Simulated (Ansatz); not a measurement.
Starting cell, InN (zinc blende):

```
InN
1.0
    0.00000     5.04943     5.04943
    2.52471     2.52471     5.04943
    2.52471     2.52471     0.00000
N In
2 2
Cartesian
  3.78707   8.83650   8.83650
  3.78707   6.31178   6.31178
  0.00000   0.00000   0.00000
  2.52471   5.04943   2.52471
```

A phonon eigenvector at X = (0.5, 0.5, 0.0) is frozen into this cell: atom i moves by Q times the vector below, so Q is the largest atomic displacement, in Å. The cell is held. (q is in reciprocal vectors of the primitive cell; the cell shown is doubled to hold the pattern.)

```tsv
atom	x	y	z
N1	0.000	0.000	-1.000
N2	0.000	0.000	1.000
```

Atoms not listed stay in place.

The numbers are results of PBE (plane waves to 420 eV, PAW, scalar-relativistic; Ansatz, a quantum-chemistry and plane-wave program), not measurements. k mesh 11×11×11 (Γ-centred), Fermi-Dirac smearing 0.05 eV. Energies are smeared free energies. With partly filled bands, energies and forces of such displacements shift with the k mesh and the smearing. At this level the bands of InN touch or barely overlap; measurements give the solid a gap. InN was relaxed with its symmetry unable to fall. The PAW data are Ansatz's earlier set. The zero of ΔE is the undisplaced structure.

```json
[
 {"Q (Å)": "-0.100", "ΔE (eV/cell)": "0.150"},
 {"Q (Å)": "-0.067", "ΔE (eV/cell)": "0.067"},
 {"Q (Å)": "-0.033", "ΔE (eV/cell)": "0.017"},
 {"Q (Å)": "0.000", "ΔE (eV/cell)": "0.000"},
 {"Q (Å)": "0.033", "ΔE (eV/cell)": "0.017"},
 {"Q (Å)": "0.067", "ΔE (eV/cell)": "0.067"},
 {"Q (Å)": "0.100", "ΔE (eV/cell)": "0.150"}
]
```

Task: Which DFPT wavenumber at X = (0.5, 0.5, 0.0) belongs to this mode?
A) 114 cm⁻¹
B) 221 cm⁻¹
C) 541 cm⁻¹

Result: C, 541 cm⁻¹. The curvature of the scan gives 541 cm⁻¹

(For displaced atoms, the force is minus the slope of the energy, and its curvature is a force constant, which sets phonon frequencies.)
